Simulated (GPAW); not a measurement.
The system is GaN.

```xyz
4
Lattice="3.1800 0.0000 0.0000 -1.5900 2.7540 0.0000 0.0000 0.0000 5.1660" Properties=species:S:1:pos:R:3 pbc="T T T"
Ga    1.5900    0.9180    2.5830
Ga    0.0000    1.8360    0.0000
N     1.5900    0.9180    4.5203
N     0.0000    1.8360    1.9373
```

Base run:

- Program: GPAW 26.7.0
- Functional: optB88-vdW
- Potentials or basis: GPAW PAW data sets (gpaw-data 1.2.1)
- Cutoff: 800 eV
- Basis: pw
- k mesh: 7 × 7 × 4
- Occupations: fermi-dirac, width 0.05 eV
- Spin: spin-orbit coupling, no magnetisation

Its results: band gap on the k mesh 2.17 eV, direct; largest force 0.173 eV/Å.

Q: The run is repeated on the same cell with these changes: functional from optB88-vdW to MS2; soc after scf from second variation to second variation without the xc potential. What comes out?

A: Band gap on the k mesh 2.08 eV, direct; largest force 0.205 eV/Å.

Caveats: spin-orbit coupling was added after a scalar SCF, so levels and gaps hold it while energy, forces, pressure and moments don't; this program's spin-orbit splittings come out too wide for heavy elements; the PAW data sets were made with another functional, which shifts forces and pressure a little.
